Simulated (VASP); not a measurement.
# AlPt (P2_13) in VASP: core levels with PBEsol

Aim: the core levels of AlPt with PBEsol.

Everything below comes from runs of VASP 6.6.1. Logs are shortened: lines on timing, memory, paths and dates and some standing lists are left out, and cuts for length are marked.

## 1. The crystal as given

The structure is cubic, space group P2_13 (No. 198). The conventional cell has a = 4.879 Å, b = 4.879 Å, c = 4.879 Å, α = 90.00°, β = 90.00°, γ = 90.00°. Around Al (site symmetry 3) lie 7 Pt at 2.60 to 2.63 Å. Pt (site symmetry 3) is surrounded by 7 Al at 2.60 to 2.63 Å.

The cell is a database's computed one.

## 2. Core levels, PBEsol

Contents of INCAR:

```
  PREC = Accurate
  ENCUT = 520
  EDIFF = 1E-6
  ISMEAR = 1
  SIGMA = 0.1
  LREAL = F
  LASPH = T
  NELM = 80
  ALGO = Normal
  ISIF = 2
  LWAVE = F
  LCHARG = F
  GGA = PS
  ICORELEVEL = 1
```

Contents of KPOINTS:

```
regular mesh
0
Gamma
  6 6 6
```

Contents of POSCAR:

```
AlPt
1.0
    4.8789320700      0.0000000000      0.0000000000
    0.0000000000      4.8789320700      0.0000000000
    0.0000000000      0.0000000000      4.8789320700
Al Pt
4 4
Direct
    0.8440321000      0.8440321000      0.8440321000
    0.6559679000      0.1559679000      0.3440321000
    0.3440321000      0.6559679000      0.1559679000
    0.1559679000      0.3440321000      0.6559679000
    0.1550630600      0.1550630600      0.1550630600
    0.3449369400      0.8449369400      0.6550630600
    0.6550630600      0.3449369400      0.8449369400
    0.8449369400      0.6550630600      0.3449369400
```

Potentials or basis: VASP PAW PBE potentials, release 64 (Al, Pt).

The run is started by

```bash
> cat potpaw_PBE.64/Al/POTCAR potpaw_PBE.64/Pt/POTCAR > POTCAR
> mpirun -np 1 vasp_std > vasp.out
```

OUTCAR:

```text
PREC = Accurate
   ENCUT = 520
   EDIFF = 1E-6
   ISMEAR = 1
   LREAL = F
   LASPH = T
   NELM = 80
   ISIF = 2
   GGA = PS

 ion  position               nearest neighbor table
   1  0.844  0.844  0.844-   6 2.60   7 2.60   8 2.60   6 2.61   7 2.61   8 2.61   5 2.63   3 3.02
                             4 3.02   2 3.02   2 3.02   4 3.02   3 3.02
   2  0.656  0.156  0.344-   5 2.60   7 2.60   8 2.60   7 2.61   8 2.61   5 2.61   6 2.63   1 3.02
                             1 3.02   3 3.02   3 3.02   4 3.02   4 3.02
   3  0.344  0.656  0.156-   5 2.60   6 2.60   8 2.60   8 2.61   6 2.61   5 2.61   7 2.63   1 3.02
                             4 3.02   2 3.02   2 3.02   4 3.02   1 3.02
   4  0.156  0.344  0.656-   5 2.60   6 2.60   7 2.60   6 2.61   5 2.61   7 2.61   8 2.63   1 3.02
                             3 3.02   2 3.02   1 3.02   2 3.02   3 3.02
   5  0.155  0.155  0.155-   2 2.60   3 2.60   4 2.60   2 2.61   3 2.61   4 2.61   1 2.63   6 3.02
                             7 3.02   8 3.02   6 3.02   8 3.02   7 3.02
   6  0.345  0.845  0.655-   1 2.60   3 2.60   4 2.60   3 2.61   4 2.61   1 2.61   2 2.63   8 3.02
                             5 3.02   5 3.02   7 3.02   7 3.02   8 3.02
   7  0.655  0.345  0.845-   1 2.60   2 2.60   4 2.60   4 2.61   2 2.61   1 2.61   3 2.63   8 3.02
                             5 3.02   8 3.02   6 3.02   6 3.02   5 3.02
   8  0.845  0.655  0.345-   1 2.60   2 2.60   3 2.60   2 2.61   1 2.61   3 2.61   4 2.63   7 3.02
                             5 3.02   7 3.02   5 3.02   6 3.02   6 3.02

  LATTYP: Found a simple cubic cell.
 ALAT       =     4.8789320700

  Lattice vectors:

 A1 = (   4.8789320700,   0.0000000000,   0.0000000000)
 A2 = (   0.0000000000,   4.8789320700,   0.0000000000)
 A3 = (   0.0000000000,   0.0000000000,   4.8789320700)

Analysis of symmetry for initial positions (statically):
=====================================================================
 Subroutine PRICEL returns:
 Original cell was already a primitive cell.

 Routine SETGRP: Setting up the symmetry group for a
 simple cubic supercell.

 Subroutine GETGRP returns: Found 12 space group operations
 (whereof  3 operations were pure point group operations)
 out of a pool of 48 trial point group operations.

The static configuration has the point symmetry C_3 .
 The point group associated with its full space group is T   .

Analysis of symmetry for dynamics (positions and initial velocities):
=====================================================================
 Subroutine PRICEL returns:
 Original cell was already a primitive cell.

 Routine SETGRP: Setting up the symmetry group for a
 simple cubic supercell.

 Subroutine GETGRP returns: Found 12 space group operations
 (whereof  3 operations were pure point group operations)
[... 146 lines left out ...]
 Methfessel and Paxton  Order N= 1 SIGMA  =   0.10
  energy-cutoff  :      520.00
  volume of cell :      116.14
 maximum number of plane-waves:      3178
   NGX = 19   NGY = 19   NGZ = 19

 number of electron      51.9999994 magnetization

 Free energy of the ion-electron system (eV)
  ---------------------------------------------------
  ext. energy  EPLUGINS =         0.00000000
  ---------------------------------------------------
  free energy    TOTEN  =       -52.65083823 eV

  energy without entropy =      -52.64837571  energy(sigma->0) =      -52.65001739

 the core state eigenenergies are
   1-  1s  -1495.4633  2s    -92.6808  2p    -54.1389
   2-  1s  -1495.4633  2s    -92.6808  2p    -54.1389
   3-  1s  -1495.4633  2s    -92.6808  2p    -54.1389
   4-  1s  -1495.4633  2s    -92.6808  2p    -54.1389
   5-  1s -78388.0468  2s -13757.7165  2p -11917.9847  3s  -3221.5869  3p  -2686.0876
       3d  -2106.4594  4s   -681.9115  4p   -506.3575  4d   -293.4340  4f    -56.8486
       5s    -88.3652  5p    -42.5003
   6-  1s -78388.0468  2s -13757.7165  2p -11917.9847  3s  -3221.5869  3p  -2686.0876
       3d  -2106.4594  4s   -681.9115  4p   -506.3575  4d   -293.4340  4f    -56.8486
       5s    -88.3652  5p    -42.5003
   7-  1s -78388.0468  2s -13757.7165  2p -11917.9847  3s  -3221.5869  3p  -2686.0876
       3d  -2106.4594  4s   -681.9115  4p   -506.3575  4d   -293.4340  4f    -56.8486
       5s    -88.3652  5p    -42.5003
   8-  1s -78388.0468  2s -13757.7165  2p -11917.9847  3s  -3221.5869  3p  -2686.0876
       3d  -2106.4594  4s   -681.9115  4p   -506.3575  4d   -293.4340  4f    -56.8486
       5s    -88.3652  5p    -42.5003

 E-fermi :  10.3847     XC(G=0): -12.2701

 val. band max:       10.3675253507   @ k =  -0.3333   0.5000   0.0000
 cond. band min:      10.5961591138   @ k =   0.3333   0.3333   0.3333
 fundamental gap:      0.2286337631
 Fermi energy:        10.3847353579

 k-point     1 :       0.0000    0.0000    0.0000
  band No.  band energies     occupation
      1      -0.8345      2.00000
      2       3.4771      2.00000
      3       3.4771      2.00000
      4       3.4771      2.00000
      5       4.9420      2.00000
      6       4.9420      2.00000
[... 805 lines left out ...]
     30      16.8982      0.00000
     31      16.8982      0.00000

------------------------ aborting loop because EDIFF is reached ----------------------------------------

  FORCE on cell =-STRESS in cart. coord.  units (eV):
  Direction    XX          YY          ZZ          XY          YZ          ZX
  --------------------------------------------------------------------------------------
  -------------------------------------------------------------------------------------
  Total       -0.9727909     -0.9727909     -0.9727909      0.0000000      0.0000000      0.0000000
  in kB      -13.4201007    -13.4201007    -13.4201007      0.0000000      0.0000000      0.0000000
  external PRESSURE =     -13.4201007 kB  Pullay stress =       0.0000000 kB

 VOLUME and BASIS-vectors are now :
 -----------------------------------------------------------------------------
  energy-cutoff  :      520.00
  volume of cell :      116.14
      direct lattice vectors                 reciprocal lattice vectors
     4.878932070  0.000000000  0.000000000     0.204962886  0.000000000  0.000000000
     0.000000000  4.878932070  0.000000000     0.000000000  0.204962886  0.000000000
     0.000000000  0.000000000  4.878932070     0.000000000  0.000000000  0.204962886

 POSITION                                       TOTAL-FORCE (eV/Angst)
 -----------------------------------------------------------------------------------
      4.11798      4.11798      4.11798         0.000896      0.000896      0.000896
      3.20042      0.76096      1.67851        -0.000896     -0.000896      0.000896
      1.67851      3.20042      0.76096         0.000896     -0.000896     -0.000896
      0.76096      1.67851      3.20042        -0.000896      0.000896     -0.000896
      0.75654      0.75654      0.75654        -0.028316     -0.028316     -0.028316
      1.68292      4.12239      3.19601         0.028316      0.028316     -0.028316
      3.19601      1.68292      4.12239        -0.028316      0.028316      0.028316
      4.12239      3.19601      1.68292         0.028316     -0.028316      0.028316
 -----------------------------------------------------------------------------------
    total drift:                                0.000000      0.000000      0.000000

  FREE ENERGIE OF THE ION-ELECTRON SYSTEM (eV)
  ---------------------------------------------------
  free  energy   TOTEN  =       -52.6508382321 eV

  energy  without entropy=      -52.6483757138  energy(sigma->0) =      -52.65001739
```

stdout:

```text
POSCAR found type information on POSCAR AlPt
 POSCAR found :  2 types and       8 ions
 scaLAPACK will be used
 -----------------------------------------------------------------------------
|                                                                             |
|                                                                             |
|     You enforced a specific xc type in the INCAR file but a different       |
|     I HOPE YOU KNOW WHAT YOU ARE DOING!                                     |
|                                                                             |
 -----------------------------------------------------------------------------

 LDA part: xc-table for (Slater+PW92), standard interpolation
 POSCAR, INCAR and KPOINTS ok, starting setup
 FFT: planning ... GRIDC
 FFT: planning ... GRID_SOFT
 FFT: planning ... GRID
 WAVECAR not read
 entering main loop
```

It took 63 s on 1 thread of Intel Xeon Platinum 8259CL at 2.50GHz (Skylake/Cascade Lake), shared host; peak memory 0.24 GiB.

Results:

| Item | Value |
| --- | --- |
| Free energy | -52.6508 eV |
| Pressure | -1.3 GPa |
| Largest force | 0.049 eV/Å |
| Band gap on the k mesh | none (metal or under the smearing width) |

Forces in eV/Å, atoms in the order of the input:
```
Al   0.001  0.001  0.001
Al  -0.001 -0.001  0.001
Al   0.001 -0.001 -0.001
Al  -0.001  0.001 -0.001
Pt  -0.028 -0.028 -0.028
Pt   0.028  0.028 -0.028
Pt  -0.028  0.028  0.028
Pt   0.028 -0.028  0.028
```

Levels at points of the mesh, in eV from the Fermi level:
| k point | band 24 | band 25 | band 26 | band 27 | band 28 | band 29 |
| --- | --- | --- | --- | --- | --- | --- |
| (0.00, 0.00, 0.00) | -1.75 | -0.22 | -0.22 | -0.22 | 4.18 | 4.18 |
| (0.50, 0.00, 0.00) | -1.51 | -0.69 | -0.69 | 1.22 | 1.22 | 2.71 |
| (0.50, 0.50, 0.00) | -2.19 | 0.35 | 0.35 | 1.30 | 1.30 | 2.78 |
| (0.50, 0.50, 0.50) | -2.49 | -0.81 | -0.81 | -0.81 | -0.81 | 6.51 |

Core levels (eV, on the scale of the bands):
```csv
atom,levels
1 Al,"1s -1495.5, 2s -92.7, 2p -54.1"
2 Al,"1s -1495.5, 2s -92.7, 2p -54.1"
3 Al,"1s -1495.5, 2s -92.7, 2p -54.1"
4 Al,"1s -1495.5, 2s -92.7, 2p -54.1"
5 Pt,"1s -78388.0, 2s -13757.7, 2p -11918.0, 3s -3221.6, 3p -2686.1, 3d -2106.5, 4s -681.9, 4p -506.4, 4d -293.4, 4f -56.8, 5s -88.4, 5p -42.5"
6 Pt,"1s -78388.0, 2s -13757.7, 2p -11918.0, 3s -3221.6, 3p -2686.1, 3d -2106.5, 4s -681.9, 4p -506.4, 4d -293.4, 4f -56.8, 5s -88.4, 5p -42.5"
```

Caveat: the PAW data sets were made with another functional, which shifts forces and pressure a little. The run has no spin-orbit coupling, so splittings on Pt are missing.
